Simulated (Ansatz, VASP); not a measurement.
**Be5H in VASP and in Ansatz**

```
Be H
1.0
     3.86595    0.00000    0.00000
    -1.93297    3.34801    0.00000
     0.00000    0.00000    3.50258
Be H
5 1
Direct
  0.66667 0.33333 0.50000
  0.32799 0.00000 0.00000
  0.67201 0.67201 0.00000
  0.00000 0.32799 0.00000
  0.33333 0.66667 0.50000
  0.00000 0.00000 0.50000
```

Change from the starting cell: species swapped into the Mg5Cu type (P-62m, No. 189).

Alike in both runs: functional PBE; k mesh 12 × 12 × 10; occupations gaussian, width 0.1 eV; no spin polarisation.

Ansatz relaxed the structure, and its values are those at the end. VASP's run is a single point on that final structure, the one shown.

|  | VASP | Ansatz |
| --- | --- | --- |
| version | VASP 6.6.1 | Ansatz 0.2.0 |
| potentials or method | VASP PAW PBE potentials, release 64 (Be, H) | scalar-relativistic, plane waves, PAW |
| plane-wave cutoff (eV) | 520 | 420 |
| valence electrons in the cell | 11 | 11 |

VASP gave:

```
gap on the k mesh at the Fermi level (eV) : none
pressure (GPa)                            : 0.1
```

Question: Which values does Ansatz return?

Answer: gap on the k mesh at the Fermi level (eV): none; pressure (GPa): 0.0.

A gap of «none» marks a metal or a gap that the smearing closes.
